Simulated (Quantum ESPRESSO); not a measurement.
## MgSe: equation of state with PBE

The system is MgSe.

```
CELL_PARAMETERS angstrom
0.00000 2.72550 2.72550
2.72550 0.00000 2.72550
2.72550 2.72550 0.00000
ATOMIC_POSITIONS crystal
Se 0.50000 0.50000 0.50000
Mg 0.00000 0.00000 0.00000
```

| Item | Value |
| --- | --- |
| Program | Quantum ESPRESSO 7.5 |
| Task | equation of state |
| Functional | PBE |
| Potentials or basis | SSSP 1.3 efficiency PBE |
| Cutoff | 748 eV |
| Density cutoff | 5987 eV |
| k mesh | 8 × 8 × 8 |
| Occupations | fermi-dirac, width 0.05 eV |
| Spin | no spin polarisation |

```json
{
  "Equilibrium volume": "20.83 Å³/atom",
  "Bulk modulus": "61 GPa",
  "Pressure derivative of the bulk modulus": "4.2"
}
```

Energy against volume, from the lowest point:
```
volume (Å³/atom)  energy (meV/atom)
          19.031              34.47
          19.436              19.85
          19.841               9.50
          20.246               3.01
          20.651               0.00
          21.056               0.14
          21.461               3.13
```

All runs of the series together: 80 s on 1 thread of Arm Neoverse V2 (shared host).

PBE usually gives volumes a little too large and moduli too small. Zero-point motion and thermal expansion aren't in these numbers.
